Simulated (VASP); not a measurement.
Se:

```
Se
1.0
     2.81056    0.00000    0.00000
     0.00000    2.81056    0.00000
     0.00000    0.00000    2.81056
Se
1
Direct
  0.00000 0.00000 0.00000
```

This isn't the form of Se at room conditions, which is trigonal, of chains.

* Program: VASP 6.6.1
* Task: relaxation of cell and atoms
* Functional: LDA
* Potentials or basis: VASP PAW LDA potentials, release 64 (Se)
* Cutoff: 600 eV
* k mesh: 7 × 7 × 7
* Occupations: fermi-dirac, width 0.05 eV
* Spin: no spin polarisation

At the start: pressure -3.6 GPa; volume 22.20 Å³/atom.

Problem. How do energy, volume and symmetry change on relaxing?

Solution. Over 3 steps the energy falls by 12.1 meV/atom and the volume is 21.17 Å³/atom (-4.6 %); space group Pm-3m (No. 221, to 0.05 Å).

The path:
```csv
step,energy change (eV),largest force (eV/Å),pressure (GPa),volume (Å³)
1,0.0000,0.0000,-3.61,22.20
2,-0.0083,0.0000,2.33,20.63
3,-0.0121,0.0000,-0.01,21.17
```

Final structure:
```
Se
1.0
     2.76641    0.00000    0.00000
     0.00000    2.76641    0.00000
     0.00000    0.00000    2.76641
Se
1
Cartesian
  0.0000 0.0000 0.0000
```
